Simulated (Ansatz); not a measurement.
BaTiO3:

```
CELL_PARAMETERS angstrom
3.99980 0.00000 0.00000
0.00000 3.99980 0.00000
0.00000 0.00000 4.01800
ATOMIC_POSITIONS crystal
Ba 0.00000 0.00000 0.00000
Ti 0.50000 0.50000 0.49000
O 0.00000 0.50000 0.51700
O 0.50000 0.00000 0.51700
O 0.50000 0.50000 0.01900
```

Program: Ansatz 0.2.0. Alike in all runs: task band structure; potentials or basis Ansatz PAW; cell as given; k mesh 7 × 7 × 7; smearing fermi-dirac 0.05 eV.

Order these runs on this cell by their pressure, lowest first.
A. level PBE; spin SOC, no magnetisation; cutoff (eV) 420
B. level r2SCAN; spin SOC, no magnetisation; cutoff (eV) 500
C. level revPBE; spin off; cutoff (eV) 420

B (-0.8 GPa), A (2.4 GPa), C (5.5 GPa).

Caveats: the PAW data sets come from PBE, with cores solved anew for the run's functional, which leaves a small shift of forces and pressure (some runs).
